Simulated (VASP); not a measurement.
Si: single point with PBE

The system is Si.

```
CELL_PARAMETERS angstrom
0.00000 2.72185 2.72185
2.72185 0.00000 2.72185
2.72185 2.72185 0.00000
ATOMIC_POSITIONS crystal
Si 0.00000 0.00000 0.00000
Si 0.25000 0.25000 0.25000
```

```yaml
Program: VASP 6.6.1
Task: single point
Functional: PBE
Potentials_or_basis: VASP PAW PBE potentials, release 64 (Si)
Cutoff: 520 eV
k_mesh: 6 × 6 × 6
Occupations: gaussian, width 0.1 eV
Spin: no spin polarisation
Dipole_correction: no
Further_INCAR_settings: ALGO = Normal; EDIFF = 1e-06; NBANDS = 11
```

```
Pressure               : 1.3 GPa
Band gap on the k mesh : 0.72 eV, indirect (least direct gap 2.56 eV)
```

Levels at points of the mesh, in eV from the valence-band top:
| k point | band 1 | band 2 | band 3 | band 4 | band 5 | band 6 | band 7 | band 8 |
| --- | --- | --- | --- | --- | --- | --- | --- | --- |
| (0.00, 0.00, 0.00) | -11.91 | 0.00 | 0.00 | 0.00 | 2.56 | 2.56 | 2.56 | 3.29 |
| (0.50, 0.00, 0.00) | -9.60 | -6.93 | -1.19 | -1.19 | 1.51 | 3.34 | 3.34 | 7.72 |
| (0.50, 0.50, 0.00) | -7.79 | -7.79 | -2.83 | -2.83 | 0.72 | 0.72 | 10.05 | 10.05 |

Run time: 12 s on 1 thread of Intel(R) Xeon(R) Platinum 8488C (Sapphire Rapids), with other jobs on the host, peak memory 0.15 GiB.

A k mesh can miss the band edges. As with any semilocal functional, this PBE gap is likely too small.
